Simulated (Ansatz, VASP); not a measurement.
# Zr: VASP beside Ansatz

```
Zr
1.0
     0.00000    2.79978    2.79978
     2.79978    0.00000    2.79978
     2.79978    2.79978    0.00000
Zr
2
Cartesian
  -0.6999 -0.6999 -0.6999
  0.6999 0.6999 0.6999
```

Alike in both runs: functional LDA; k mesh 12 × 12 × 12; occupations fermi-dirac, width 0.1 eV; no spin polarisation.

Ansatz relaxed the structure, and its values are those at the end. VASP's run is a single point on that final structure, the one shown.

```csv
,VASP,Ansatz
version,VASP 6.6.1,Ansatz 0.2.0
potentials or method,"VASP PAW LDA potentials, release 64 (Zr_sv)","PAW with Ansatz's default frozen-core files, scalar-relativistic"
plane-wave cutoff (eV),520,420
valence electrons in the cell,24,24
```

Ansatz gave:

```
pressure (GPa) : 15.0
```

Task: Which values does VASP return?

Result: Pressure (GPa): 15.5.

Caveats: so large a pressure means that the cell lies far from this level's equilibrium, or that cutoff or potentials fall short (VASP).
